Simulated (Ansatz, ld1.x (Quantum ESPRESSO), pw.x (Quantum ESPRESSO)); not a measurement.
Equation-of-state test of one PAW potential (tin)

- Element: tin (Sn)
- Generator: ld1.x (Quantum ESPRESSO) 7.5
- Type: PAW
- Functional: PBE
- Relativity: scalar-relativistic
- Frozen core: [Kr] 4d10
- Valence charge: 4
- Reference configuration: 5s1.5 5p2.5
- Partial waves: 5s (bound): rcut 1.95, rcutus 2.30 bohr; 5s channel at -0.3 Ry: rcut 1.95, rcutus 2.30 bohr; 5p (bound): rcut 2.50, rcutus 2.85 bohr; 5p channel at 0.1 Ry: rcut 2.50, rcutus 2.85 bohr; 5d channel at 0.15 Ry: rcut 2.45, rcutus 3.00 bohr; 5d channel at 2.75 Ry: rcut 2.45, rcutus 3.00 bohr
- Local potential: all-electron potential smoothed inside 2.20 bohr (lloc = -1)
- Core correction: Bessel-smoothed model core inside 1.15 bohr
- Augmentation charge: PSQ, inside the norm-conserving radii

Crystal test: bcc Sn in pw.x 7.5, no spin, 12³ k-points, Fermi–Dirac smearing 0.01 Ry, cutoffs 40/320 Ry. The reference is all-electron LAPW (Ansatz 0.2.0) with the same functional, mesh and smearing; V0 and B0 come from Birch–Murnaghan fits to the pressures at five volumes. Errors are pseudo minus all-electron; Δ is the rms difference of the E(V) curves that follow from these fits, minima aligned, over ±6 % about the mean V0. Mesh and smearing are coarse, so the numbers serve the comparison and aren't converged zero-temperature values; the lattice is a test structure that the element need not adopt.

| V (Å³/atom) | P all-electron (GPa) | P pseudo (GPa) |
| --- | --- | --- |
| 26.399 | 2.38 | 2.77 |
| 27.093 | 0.96 | 1.30 |
| 27.788 | -0.26 | 0.02 |
| 28.483 | -1.32 | -1.08 |
| 29.177 | -2.23 | -2.04 |

All-electron: a0 = 3.809 Å (V0 = 27.63 Å³/atom), B0 = 46.7 GPa.

Pseudopotential: mean pressure error (GPa): +0.29; a0 (Å): 3.817; a0 error (%): +0.20; B0 error (%): +1.4; Δ (meV/atom): 1.8.

Q: At the middle volume, how do free energy and pressure move when the wave cutoff is lowered (ecutrho held at 320 Ry)?

A:

| cutoff (Ry) | shift of F (meV/atom) | shift of P (GPa) |
| --- | --- | --- |
| 18 | +1.3 | +0.00 |
| 24 | +0.6 | -0.01 |
| 32 | +0.1 | +0.00 |

The run at the middle volume (72 k-points, 6 iterations) took about 8.7 s on one core of a shared host (Neoverse-V1, 32 threads, 247 GiB, load 24).
